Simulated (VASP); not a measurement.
# SnSe (Fm-3m) in VASP: further runs, part 2 of 2

VASP 6.6.1.

**3. Relaxation of cell and atoms, PBE**

This run uses another cell than the first one, of 27.27 Å³/atom, 0.980 times its volume.

Contents of INCAR:

```
SYSTEM = SnSe
PREC = Accurate
ENCUT = 600
EDIFF = 1E-6
ISMEAR = 0
SIGMA = 0.02
LREAL = .False.
LASPH = .True.
NELM = 100
ALGO = Normal
ISIF = 3
LWAVE = .False.
LCHARG = .False.
GGA = PE
IBRION = 2
NSW = 100
EDIFFG = -0.005
```

Contents of KPOINTS:

```
Automatic mesh
0
Gamma
  10 10 10
  0 0 0
```

Contents of POSCAR:

```
SnSe
1.0
    0.0000000000     -3.0100000000     -3.0100000000
    3.0100000000      0.0000000000     -3.0100000000
    3.0100000000     -3.0100000000      0.0000000000
Sn Se
1 1
Direct
    0.0000000000      0.0000000000      0.0000000000
    0.5000000000      0.5000000000      0.5000000000
```

Potentials or basis: VASP PAW PBE potentials, release 64 (Sn_d, Se).

Launch:

```bash
cat potpaw_PBE.64/Sn_d/POTCAR potpaw_PBE.64/Se/POTCAR > POTCAR
mpirun -np 1 vasp_std > vasp.out
```

OUTCAR:

```text
SYSTEM = SnSe
   PREC = Accurate
   ENCUT = 600
   EDIFF = 1E-6
   ISMEAR = 0
   LREAL = .False.
   LASPH = .True.
   NELM = 100
   ISIF = 3
   GGA = PE
   IBRION = 2
   NSW = 100
   EDIFFG = -0.005

 ion  position               nearest neighbor table
   1  0.000  0.000  0.000-   2 3.01   2 3.01   2 3.01   2 3.01   2 3.01   2 3.01
   2  0.500  0.500  0.500-   1 3.01   1 3.01   1 3.01   1 3.01   1 3.01   1 3.01

  LATTYP: Found a face centered cubic cell.
 ALAT       =     6.0200000000

  Lattice vectors:

 A1 = (   0.0000000000,  -3.0100000000,  -3.0100000000)
 A2 = (   3.0100000000,   0.0000000000,  -3.0100000000)
 A3 = (   3.0100000000,  -3.0100000000,   0.0000000000)

Analysis of symmetry for initial positions (statically):
=====================================================================
 Subroutine PRICEL returns:
 Original cell was already a primitive cell.

 Routine SETGRP: Setting up the symmetry group for a
 face centered cubic supercell.

 Subroutine GETGRP returns: Found 48 space group operations
 (whereof 48 operations were pure point group operations)
 out of a pool of 48 trial point group operations.

The static configuration has the point symmetry O_h .

Analysis of symmetry for dynamics (positions and initial velocities):
=====================================================================
 Subroutine PRICEL returns:
[... 272 lines left out ...]
  ext. energy  EPLUGINS =         0.00000000
  ---------------------------------------------------
  free energy    TOTEN  =        -8.21695923 eV

  energy without entropy =       -8.21695923  energy(sigma->0) =       -8.21695923

 E-fermi :   5.5476     XC(G=0):  -9.5050

 val. band max:        5.3778449912   @ k =   0.5000   0.0000   0.0000
 cond. band min:       5.8664829593   @ k =  -0.4000   0.1000   0.0000
 fundamental gap:      0.4886379681
 Fermi energy:         5.5476396417

 k-point     1 :       0.0000    0.0000    0.0000
  band No.  band energies     occupation
      1     -16.2446      2.00000
      2     -16.2446      2.00000
      3     -16.2446      2.00000
      4     -16.2414      2.00000
      5     -16.2414      2.00000
      6      -8.3608      2.00000
      7       0.2368      2.00000
      8       3.2377      2.00000
      9       3.2377      2.00000
     10       3.2377      2.00000
     11       9.6067      0.00000
     12       9.6067      0.00000
     13       9.6067      0.00000
     14      11.2572      0.00000
[... 377 lines left out ...]
      1     -16.2591      2.00000
      2     -16.2483      2.00000
      3     -16.2374      2.00000
      4     -16.2324      2.00000
      5     -16.2314      2.00000
      6      -7.4746      2.00000
      7      -1.3431      2.00000
      8       1.6982      2.00000
      9       2.1504      2.00000
     10       2.4684      2.00000
     11       8.8289      0.00000
     12       9.1873      0.00000
     13       9.7987      0.00000
     14      10.1695      0.00000

 [... further k-points ...]

------------------------ aborting loop because EDIFF is reached ----------------------------------------

  FORCE on cell =-STRESS in cart. coord.  units (eV):
  Direction    XX          YY          ZZ          XY          YZ          ZX
  --------------------------------------------------------------------------------------
  -------------------------------------------------------------------------------------
  Total        0.0067750      0.0067750      0.0067750     -0.0000000      0.0000000     -0.0000000
  in kB        0.1950219      0.1950219      0.1950219     -0.0000000      0.0000000     -0.0000000
  external PRESSURE =       0.1950219 kB  Pullay stress =       0.0000000 kB
[... 17 lines left out ...]
  FREE ENERGIE OF THE ION-ELECTRON SYSTEM (eV)
  ---------------------------------------------------
  free  energy   TOTEN  =        -8.2169592250 eV

  energy  without entropy=       -8.2169592250  energy(sigma->0) =       -8.21695923

 reached required accuracy - stopping structural energy minimisation
```

Run time: 2.1 min. Hardware: 1 thread of Intel Xeon Platinum 8375C at 2.90GHz (Ice Lake), shared host; peak memory 0.24 GiB.

Results:

| Property | Result |
| --- | --- |
| Free energy | -8.2170 eV |
| Relaxed volume | 27.83 Å³/atom |
| Relaxed cell | a = 4.286 Å, b = 4.286 Å, c = 4.286 Å, α = 60.00°, β = 60.00°, γ = 60.00° |
| Space group after relaxing (to 0.05 Å) | Fm-3m (No. 225) |
| Energy gained by relaxing | 1.8 meV/atom |
| Ionic steps | 4 |
| Pressure after relaxing | 0.0 GPa |
| Band gap on the k mesh | 0.49 eV, indirect (least direct gap 0.50 eV) |

The path:
```tsv
step	energy change (eV)	largest force (eV/Å)	pressure (GPa)	volume (Å³)
1	0.0000	0.0000	1.04	54.54
2	-0.0035	0.0000	-0.21	55.95
3	-0.0037	0.0000	-0.04	55.70
4	-0.0037	0.0000	0.02	55.66
```

Final structure:
```
Sn Se
1.0
     0.00000   -3.03041   -3.03041
     3.03041    0.00000   -3.03041
     3.03041   -3.03041    0.00000
Sn Se
1 1
Direct
  0.00000 0.00000 0.00000
  0.50000 0.50000 0.50000
```

Levels at points of the mesh, in eV from the valence-band top:
| k point | band 8 | band 9 | band 10 | band 11 | band 12 | band 13 |
| --- | --- | --- | --- | --- | --- | --- |
| (0.00, 0.00, 0.00) | -2.14 | -2.14 | -2.14 | 4.23 | 4.23 | 4.23 |
| (0.50, 0.00, 0.00) | -1.90 | -1.90 | 0.00 | 0.50 | 1.25 | 1.25 |
| (0.50, 0.50, 0.00) | -5.34 | -3.55 | -3.55 | 3.09 | 5.22 | 5.22 |

Caveat: spin-orbit coupling is left out, which moves the levels of the heavy elements. A k mesh can miss the band edges.

**4. Single point, PBE**

This run uses another cell than the first one, of 27.27 Å³/atom, 0.980 times its volume.

Contents of INCAR:

```
SYSTEM = SnSe
PREC     = Accurate       ! precision mode
ENCUT    = 520            ! plane-wave cutoff, eV
EDIFF    = 1E-7           ! SCF threshold, eV
ISMEAR   = 0              ! smearing method
SIGMA    = 0.1            ! smearing width, eV
LREAL    = .FALSE.        ! projectors in reciprocal space
LASPH    = .TRUE.         ! aspherical terms in the spheres
NELM     = 100            ! most SCF steps
ALGO     = Normal         ! electronic algorithm
ISIF     = 2              ! what is computed and relaxed
LWAVE    = .FALSE.        ! write WAVECAR
LCHARG   = .FALSE.        ! write CHGCAR
GGA      = PE             ! functional
NBANDS   = 17             ! bands
```

Contents of KPOINTS:

```
regular mesh
0
G
  6 6 6
  0 0 0
```

POSCAR is that of step 3.

Launch:

```bash
cat potpaw_PBE.64/Sn_d/POTCAR potpaw_PBE.64/Se/POTCAR > POTCAR
mpirun -np 1 vasp_std > vasp.out
```

It took 20 s on 1 thread of Intel Xeon Platinum 8375C at 2.90GHz (Ice Lake), shared host; peak memory 0.17 GiB.

Results (log left out):

- Free energy: -8.2356 eV
- Pressure: 0.6 GPa
- Band gap on the k mesh: 0.58 eV, direct

Levels at points of the mesh, in eV from the valence-band top:
```tsv
k point	band 6	band 7	band 8	band 9	band 10	band 11	band 12	band 13	band 14	band 15
(0.00, 0.00, 0.00)	-13.87	-5.06	-2.19	-2.19	-2.19	4.32	4.32	4.32	5.87	5.87
(0.50, 0.00, 0.00)	-12.94	-8.04	-1.95	-1.95	0.00	0.58	1.26	1.26	8.25	10.12
(0.50, 0.50, 0.00)	-12.67	-6.00	-5.47	-3.64	-3.64	3.03	5.35	5.35	5.97	10.45
```

Caveat: spin-orbit coupling is left out, which moves the levels of the heavy elements. A k mesh can miss the band edges.

**5. The runs side by side**

```tsv
task	cell	k mesh	cutoff (eV)	smearing	gap on the mesh (eV)	pressure (GPa)
single point	Fm-3m, 27.84 Å³/atom	10 × 10 × 10	520	gaussian 0.02 eV	0.49	0.0
relaxation of cell and atoms	relaxed	10 × 10 × 10	600	gaussian 0.02 eV	0.49	0.0
single point	Fm-3m, 27.27 Å³/atom	6 × 6 × 6	520	gaussian 0.1 eV	0.58	0.6
```

Alike in all rows: level PBE; potentials or basis VASP PAW PBE potentials, release 64 (Sn_d, Se); no spin polarisation.

Caveats: spin-orbit coupling is left out, which moves the levels of the heavy elements.

Total energies depend on the potentials used, so only differences within one code and one set of settings carry meaning.
